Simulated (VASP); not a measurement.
# ZnSe: kinetic-energy density

ZnSe, F-43m (no. 216), 2 atoms in the cell. PBE; PAW potentials Se, Zn (PBE set).

## Input

INCAR:
```
SYSTEM = ZnSe
ALGO = Normal ; EDIFF = 1E-7
ENCUT = 520 ; ISIF = 2
ISMEAR = 0 ; LASPH = .TRUE.
LCHARG = .TRUE. ; LREAL = .FALSE.
LTAU = .TRUE. ; LWAVE = .FALSE.
NELM = 100 ; PREC = Accurate
SIGMA = 0.02
```

KPOINTS:
```
k-points
0
Gamma
  7 7 7
```

POSCAR:
```
ZnSe
1.0
    0.0000000000      2.8338000000      2.8338000000
    2.8338000000      0.0000000000      2.8338000000
    2.8338000000      2.8338000000      0.0000000000
Se Zn
1 1
Direct
    0.7500000000      0.7500000000      0.7500000000
    0.0000000000      0.0000000000      0.0000000000
```

Commands:
```
cat potpaw_PBE.64/Se/POTCAR potpaw_PBE.64/Zn/POTCAR > POTCAR
mpirun -np 1 vasp_std > vasp.out
```

## Result

- Kinetic energy of the pseudo orbitals (eV): 212.32

VASP 6.6.1 took 19 s on 1 core (Intel Xeon Platinum 8488C (Sapphire Rapids)), a shared host.
